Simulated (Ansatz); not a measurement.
## TiC in Ansatz: the effect of functional

Crystal: TiC.

```
CELL_PARAMETERS angstrom
0.00000 2.16572 2.16572
2.16572 0.00000 2.16572
2.16572 2.16572 0.00000
ATOMIC_POSITIONS crystal
Ti 0.00000 0.00000 0.00000
C 0.50000 0.50000 0.50000
```

The cell is a database's computed one.

Alike in all runs:

* Program: Ansatz 0.2.0
* Task: single point
* Potentials or basis: all-electron PAW datasets made for the crystal
* k mesh: 8 × 8 × 8
* Occupations: fermi-dirac, width 0.05 eV
* Spin: no spin polarisation

```tsv
functional	cutoff	pressure (GPa)
PBEsol	340 eV (chosen from the basis error)	?
HSE06	380 eV (chosen from the basis error)	-5.0
PBE0	380 eV (chosen from the basis error)	-5.2
```

Task: What does the run with functional PBEsol give?

Result: Pressure -6.7 GPa.

Caveats: the k mesh is thin for a metal, which can move the energy by tens of meV per atom.

Runs at the PBE level aren't shown here.
